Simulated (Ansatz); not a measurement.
## 33S NMR of the central transition in CdS under strain

Cell: a structure deposited in the COD, relaxed with PBE at fixed cell and then changed (z stretched by 2 %, ions relaxed).

```
Cd S
1.0
     4.15000    0.00000    0.00000
    -2.07500    3.59401    0.00000
     0.00000    0.00000    6.87174
Cd S
2 2
Direct
  0.33333 0.66667 0.00116
  0.66667 0.33333 0.50116
  0.33333 0.66667 0.37384
  0.66667 0.33333 0.87384
```

Atoms are numbered from 1 in the order listed; like atoms form one site, named after its first atom.

Computed with Ansatz: DFT, PBE, plane waves and PAW, scalar-relativistic, 420 eV cutoff, Γ-centred 12×12×7 k-points, Fermi–Dirac smearing 0.02 eV.

33S has I = 3/2 and Q = -69.40 mb (Pyykkö 2018); at 16.4 T its Larmor frequency is ν₀ = 53.7 MHz. Only the quadrupole interaction is simulated: positions count from each site's isotropic chemical shift, and J coupling is left out, as are shift anisotropy and dipolar coupling, which fast spinning averages.

Simulated pattern of one S site (fast magic-angle spinning, Gaussian broadening 0.04 kHz):

offset (kHz), height and a bar:
```
   -1.128          0 
   -1.101          1 
   -1.075          3 #
   -1.048          5 #
   -1.022          5 #
   -0.995          5 #
   -0.969          5 #
   -0.942          5 ##
   -0.916          5 ##
   -0.889          5 ##
   -0.863          5 ##
   -0.836          6 ##
   -0.810          6 ##
   -0.783          6 ##
   -0.757          6 ##
   -0.730          7 ##
   -0.704         18 #####
   -0.678         64 ###################
   -0.651         74 ######################
   -0.625         54 ################
   -0.598         45 #############
   -0.572         40 ############
   -0.545         38 ###########
   -0.519         36 ###########
   -0.492         35 ###########
   -0.466         35 ##########
   -0.439         34 ##########
   -0.413         34 ##########
   -0.386         35 ###########
   -0.360         36 ###########
   -0.333         38 ###########
   -0.307         40 ############
   -0.280         43 #############
   -0.254         47 ##############
   -0.227         55 ################
   -0.201         71 #####################
   -0.174        100 ##############################
   -0.148         68 ####################
   -0.121         10 ###
   -0.095          0
```

Problem. Which |C_Q| and η does the pattern imply?

Solution. The pattern spans 0.927 kHz before broadening and its centre of gravity is at -0.433 kHz, which fixes P_Q; the places of the horns and steps fix η. That gives P_Q = 0.964 MHz, |C_Q| = 0.964 MHz and η = 0.00. The sign of C_Q can't be read from the pattern.

An axis of threefold or higher order runs through S, so V_zz lies along it and η is zero.

Without spin–orbit coupling (the program notes it for Cd) the gradients can shift somewhat, as the gap is small.
